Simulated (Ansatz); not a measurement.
Eigenvalues along a path: TaS$_{2}$

```
Ta S
1.0
     3.31891    0.00000    0.00000
    -1.65946    2.87426    0.00000
     0.00000    0.00000    5.93516
Ta S
1 2
Direct
  0.00000 0.00000 0.00000
  0.33333 0.66667 0.25952
  0.66667 0.33333 0.74048
```

The cell comes from a relaxation on PAW files under the same functional, begun from a database entry that needn't be the ground state.

Level of theory: DFT with PBEsol, scalar-relativistic, in Ansatz 0.2.0; a Γ-centred 9×9×5 k mesh, Fermi–Dirac smearing of 0.02 eV, no spin polarisation. LAPW: all electrons, basis error target 0.5 meV/atom.

Spin–orbit coupling is left out, which matters for the heavy atoms.

Path points, in fractions of the reciprocal vectors: Γ (0.000, 0.000, 0.000), M (0.500, 0.000, 0.000), K (0.333, 0.333, 0.000), A (0.000, 0.000, 0.500), L (0.500, 0.000, 0.500), H (0.333, 0.333, 0.500). Levels in eV from the Fermi level; bands 21 to 41, counted from the lowest band of the run. The gap is zero, the pressure 0.01 GPa.

```
# k(1/Å) point b21 b22 b23 b24 b25 b26 b27 b28 b29 b30 b31 b32 b33 b34 b35 b36 b37 b38 b39 b40 b41
0.000 Γ -20.47 -20.43 -20.42 -20.42 -20.41 -20.40 -20.40 -14.93 -12.97 -6.99 -3.72 -3.72 -1.23 -0.47 -0.47 -0.02 0.25 0.25 3.92 3.92 5.36
0.156 - -20.46 -20.43 -20.42 -20.42 -20.41 -20.40 -20.40 -14.85 -12.96 -6.89 -3.89 -3.68 -1.21 -1.12 -0.84 0.01 0.53 0.63 3.74 3.92 5.77
0.312 - -20.46 -20.44 -20.42 -20.42 -20.40 -20.40 -20.40 -14.62 -12.95 -6.59 -4.25 -3.58 -2.33 -1.36 -1.16 -0.12 0.86 1.14 3.68 3.99 6.57
0.468 - -20.46 -20.44 -20.42 -20.42 -20.40 -20.40 -20.40 -14.26 -12.93 -6.15 -4.60 -3.55 -3.49 -1.75 -1.49 -0.36 1.25 1.56 4.07 4.20 7.13
0.625 - -20.45 -20.45 -20.42 -20.42 -20.40 -20.40 -20.40 -13.83 -12.90 -5.70 -4.88 -4.51 -3.49 -2.11 -1.95 -0.59 1.76 1.91 4.52 4.72 6.76
0.781 - -20.45 -20.45 -20.43 -20.41 -20.41 -20.40 -20.40 -13.44 -12.82 -5.97 -5.07 -4.48 -3.58 -2.81 -1.99 -0.76 2.28 2.38 4.82 5.04 6.18
0.937 - -20.45 -20.45 -20.43 -20.41 -20.41 -20.40 -20.40 -13.22 -12.65 -6.59 -4.84 -4.27 -3.67 -3.30 -1.98 -0.86 2.62 3.02 4.52 5.02 5.83
1.093 M -20.45 -20.45 -20.43 -20.41 -20.41 -20.40 -20.40 -13.17 -12.55 -6.84 -4.57 -4.42 -3.71 -3.39 -1.97 -0.89 2.76 3.35 4.25 5.09 5.49
1.183 - -20.45 -20.45 -20.43 -20.41 -20.41 -20.40 -20.40 -13.15 -12.55 -6.81 -4.63 -4.40 -3.74 -3.32 -2.26 -0.64 2.72 3.30 4.27 4.87 5.76
1.273 - -20.45 -20.45 -20.43 -20.41 -20.41 -20.40 -20.40 -13.10 -12.56 -6.71 -4.77 -4.32 -3.77 -3.19 -2.82 -0.19 2.63 3.17 4.31 4.55 6.24
1.363 - -20.45 -20.44 -20.42 -20.41 -20.41 -20.40 -20.40 -13.02 -12.57 -6.56 -4.94 -4.22 -3.76 -3.42 -3.08 0.26 2.53 2.96 4.24 4.37 6.69
1.454 - -20.45 -20.44 -20.42 -20.41 -20.41 -20.40 -20.40 -12.93 -12.59 -6.36 -5.11 -4.19 -3.90 -3.74 -3.03 0.69 2.45 2.69 3.99 4.43 6.17
1.544 - -20.45 -20.44 -20.42 -20.42 -20.41 -20.40 -20.40 -12.83 -12.62 -6.11 -5.24 -4.62 -3.86 -3.71 -3.04 1.08 2.38 2.40 3.86 4.45 5.72
1.634 - -20.45 -20.44 -20.42 -20.42 -20.40 -20.40 -20.40 -12.74 -12.65 -5.84 -5.32 -5.08 -3.75 -3.68 -3.09 1.42 2.17 2.28 3.90 4.35 5.43
1.724 K -20.46 -20.44 -20.42 -20.42 -20.40 -20.40 -20.40 -12.68 -12.68 -5.65 -5.34 -5.34 -3.68 -3.68 -3.12 1.59 2.14 2.14 4.11 4.11 5.34
1.904 - -20.45 -20.44 -20.42 -20.42 -20.40 -20.40 -20.40 -12.76 -12.73 -5.90 -5.25 -4.81 -3.82 -3.80 -2.97 1.29 1.82 2.72 3.66 4.83 5.51
2.085 - -20.45 -20.45 -20.42 -20.42 -20.40 -20.40 -20.40 -13.03 -12.83 -5.70 -5.08 -4.55 -3.95 -3.79 -2.59 0.79 1.54 3.09 3.52 5.62 6.00
2.265 - -20.45 -20.45 -20.42 -20.42 -20.40 -20.40 -20.40 -13.53 -12.88 -5.18 -5.02 -4.93 -3.52 -3.40 -2.08 0.31 1.30 2.74 3.50 5.70 7.00
2.445 - -20.46 -20.44 -20.42 -20.42 -20.40 -20.40 -20.40 -14.06 -12.92 -5.88 -4.72 -4.05 -3.24 -2.72 -1.53 0.06 1.09 1.96 3.63 4.80 7.56
2.626 - -20.46 -20.44 -20.42 -20.42 -20.40 -20.40 -20.40 -14.52 -12.94 -6.47 -4.37 -3.59 -2.51 -1.87 -1.15 0.03 0.90 1.27 3.79 3.94 6.87
2.806 - -20.46 -20.43 -20.42 -20.42 -20.41 -20.40 -20.40 -14.83 -12.96 -6.85 -3.94 -3.67 -1.29 -1.18 -0.96 0.03 0.59 0.69 3.73 3.90 5.89
2.986 Γ -20.47 -20.43 -20.42 -20.42 -20.41 -20.40 -20.40 -14.93 -12.97 -6.99 -3.72 -3.72 -1.23 -0.47 -0.47 -0.02 0.25 0.25 3.92 3.92 5.36
3.062 - -20.47 -20.43 -20.42 -20.42 -20.41 -20.40 -20.40 -14.92 -12.99 -6.94 -3.72 -3.72 -1.41 -0.47 -0.47 0.12 0.25 0.25 3.94 3.94 5.32
3.137 - -20.47 -20.43 -20.42 -20.42 -20.41 -20.40 -20.40 -14.88 -13.06 -6.80 -3.71 -3.71 -1.80 -0.50 -0.50 0.24 0.24 0.38 4.00 4.00 5.32
3.213 - -20.47 -20.43 -20.42 -20.42 -20.41 -20.40 -20.40 -14.83 -13.17 -6.58 -3.71 -3.71 -2.27 -0.53 -0.53 0.24 0.24 0.64 4.08 4.08 5.38
3.289 - -20.47 -20.43 -20.42 -20.42 -20.41 -20.40 -20.40 -14.76 -13.30 -6.30 -3.70 -3.70 -2.75 -0.57 -0.57 0.23 0.23 0.84 4.18 4.18 5.47
3.364 - -20.47 -20.43 -20.42 -20.42 -20.41 -20.40 -20.40 -14.68 -13.42 -6.00 -3.69 -3.69 -3.20 -0.60 -0.60 0.23 0.23 0.99 4.27 4.27 5.58
3.440 - -20.47 -20.43 -20.42 -20.42 -20.41 -20.40 -20.40 -14.63 -13.51 -5.74 -3.69 -3.69 -3.54 -0.62 -0.62 0.22 0.22 1.08 4.33 4.33 5.66
3.515 A -20.47 -20.43 -20.42 -20.42 -20.41 -20.40 -20.40 -14.60 -13.54 -5.64 -3.69 -3.69 -3.68 -0.63 -0.63 0.22 0.22 1.10 4.35 4.35 5.69
3.672 - -20.46 -20.43 -20.42 -20.42 -20.41 -20.40 -20.40 -14.52 -13.52 -5.54 -4.31 -3.65 -3.08 -1.30 -0.97 0.34 0.59 1.36 4.04 4.30 6.08
3.828 - -20.46 -20.44 -20.42 -20.42 -20.40 -20.40 -20.40 -14.29 -13.47 -5.30 -4.88 -3.56 -2.64 -2.42 -1.44 0.18 1.16 1.83 3.56 4.19 6.87
3.984 - -20.46 -20.44 -20.42 -20.42 -20.40 -20.40 -20.40 -13.94 -13.37 -5.36 -4.92 -3.52 -3.50 -2.41 -1.75 -0.17 1.66 2.10 3.50 4.14 6.86
4.140 - -20.45 -20.45 -20.42 -20.42 -20.40 -20.40 -20.40 -13.58 -13.21 -5.68 -5.02 -4.00 -3.57 -2.45 -1.83 -0.60 2.05 2.21 4.03 4.18 6.18
4.296 - -20.45 -20.45 -20.43 -20.41 -20.41 -20.40 -20.40 -13.38 -12.87 -6.13 -5.41 -3.89 -3.70 -2.53 -1.76 -0.96 2.38 2.46 4.25 4.82 5.54
4.452 - -20.45 -20.45 -20.43 -20.41 -20.41 -20.40 -20.40 -13.31 -12.52 -6.68 -5.35 -4.13 -3.82 -2.30 -1.67 -1.23 2.65 2.92 4.31 4.78 5.30
4.608 L -20.45 -20.45 -20.43 -20.41 -20.41 -20.40 -20.40 -13.29 -12.38 -6.90 -5.23 -4.34 -3.87 -2.10 -1.64 -1.38 2.76 3.35 4.27 4.33 5.14
4.699 - -20.45 -20.45 -20.43 -20.41 -20.41 -20.40 -20.40 -13.27 -12.38 -6.86 -5.24 -4.33 -3.89 -2.13 -1.99 -1.08 2.69 3.30 4.21 4.44 5.26
4.789 - -20.45 -20.45 -20.43 -20.41 -20.41 -20.40 -20.40 -13.21 -12.40 -6.75 -5.25 -4.29 -3.93 -2.50 -2.24 -0.72 2.55 3.14 4.02 4.85 5.58
4.879 - -20.45 -20.44 -20.42 -20.41 -20.41 -20.40 -20.40 -13.13 -12.44 -6.57 -5.27 -4.24 -3.96 -3.02 -2.42 -0.36 2.37 2.90 3.94 5.40 5.98
4.969 - -20.45 -20.44 -20.42 -20.41 -20.41 -20.40 -20.40 -13.02 -12.49 -6.33 -5.29 -4.26 -3.97 -3.46 -2.67 0.02 2.12 2.59 4.06 6.02 6.12
5.059 - -20.45 -20.44 -20.42 -20.42 -20.41 -20.40 -20.40 -12.91 -12.54 -6.04 -5.33 -4.52 -3.93 -3.61 -2.96 0.44 1.85 2.24 4.36 5.94 6.65
5.149 - -20.45 -20.44 -20.42 -20.42 -20.40 -20.40 -20.40 -12.79 -12.61 -5.70 -5.36 -4.93 -3.85 -3.56 -3.25 0.91 1.58 1.89 4.78 5.63 7.24
5.240 H -20.46 -20.44 -20.42 -20.42 -20.40 -20.40 -20.40 -12.69 -12.69 -5.38 -5.38 -5.27 -3.79 -3.46 -3.46 1.34 1.34 1.64 5.23 5.23 7.52
5.420 - -20.45 -20.44 -20.42 -20.42 -20.40 -20.40 -20.40 -12.86 -12.63 -5.82 -5.44 -4.55 -3.98 -3.35 -3.23 0.97 1.01 2.56 4.33 5.71 7.37
5.600 - -20.45 -20.45 -20.42 -20.42 -20.40 -20.40 -20.40 -13.03 -12.83 -5.79 -5.56 -3.90 -3.83 -3.52 -2.77 0.74 0.80 3.09 3.77 5.28 6.86
5.780 - -20.45 -20.45 -20.42 -20.42 -20.40 -20.40 -20.40 -13.24 -13.19 -5.60 -5.27 -3.95 -3.47 -3.29 -2.35 0.69 0.69 2.86 3.64 4.56 6.87
5.961 - -20.46 -20.44 -20.42 -20.42 -20.40 -20.40 -20.40 -13.74 -13.33 -5.44 -4.83 -4.06 -3.03 -2.84 -2.16 0.58 0.82 2.62 3.60 3.84 7.11
6.141 - -20.46 -20.44 -20.42 -20.42 -20.40 -20.40 -20.40 -14.19 -13.44 -5.19 -5.03 -3.61 -2.55 -2.54 -1.86 0.54 0.88 2.08 3.58 3.96 7.28
6.321 - -20.46 -20.43 -20.42 -20.42 -20.41 -20.40 -20.40 -14.50 -13.52 -5.51 -4.41 -3.64 -3.00 -1.43 -1.10 0.47 0.55 1.45 3.98 4.26 6.20
6.502 A -20.47 -20.43 -20.42 -20.42 -20.41 -20.40 -20.40 -14.60 -13.54 -5.64 -3.69 -3.69 -3.68 -0.63 -0.63 0.22 0.22 1.10 4.35 4.35 5.69
```
